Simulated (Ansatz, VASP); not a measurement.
H in VASP and in Ansatz

```
CELL_PARAMETERS angstrom
-3.42759 3.42759 -4.17112
-3.42759 -3.42759 4.17112
3.42759 3.42759 4.17112
ATOMIC_POSITIONS crystal
H 0.67183 0.97132 0.91139
H 0.12459 0.51495 0.18391
H 0.47582 0.65518 0.02444
H 0.73572 0.48377 0.61385
H 0.93300 0.49987 0.17268
H 0.09797 0.15683 0.96991
H 0.78143 0.81335 0.88475
H 0.45268 0.12281 0.21364
H 0.50472 0.87737 0.82578
H 0.20562 0.72387 0.53309
H 0.45046 0.58579 0.12510
H 0.18375 0.16633 0.72326
H 0.08516 0.00693 0.28248
H 0.04889 0.00127 0.44285
H 0.19506 0.97179 0.42212
H 0.05329 0.44856 0.67074
```

Alike in both runs: task single point; functional PBE; k mesh 6 × 6 × 6; occupations fermi-dirac, width 0.1034 eV; no spin polarisation.

|  | VASP | Ansatz |
| --- | --- | --- |
| version | VASP 6.6.1 | Ansatz 0.2.0 |
| potentials or method | VASP PAW PBE potentials, release 64 (H) | scalar-relativistic, plane waves, PAW |
| plane-wave cutoff (eV) | 520 | 420 |
| valence electrons in the cell | 16 | 16 |

Ansatz gave:

| Quantity | Value |
| --- | --- |
| gap on the k mesh at the Fermi level (eV) | none |
| pressure (GPa) | -7.6 |
| largest component of the traceless stress (GPa) | 1.91 |
| rms of the force components (eV/Å) | 1.191 |

Problem. What did VASP give for the same quantities?

Solution. gap on the k mesh at the Fermi level (eV): none; pressure (GPa): -7.7; largest component of the traceless stress (GPa): 1.92; rms of the force components (eV/Å): 1.192.

Atom by atom the forces differ by 0.002 eV/Å (rms over components). A gap of «none» marks a metal or a gap that the smearing closes.

Caveats: forces of over 1 eV/Å show positions far from the minimum, so gaps and moduli don't describe the material at rest.
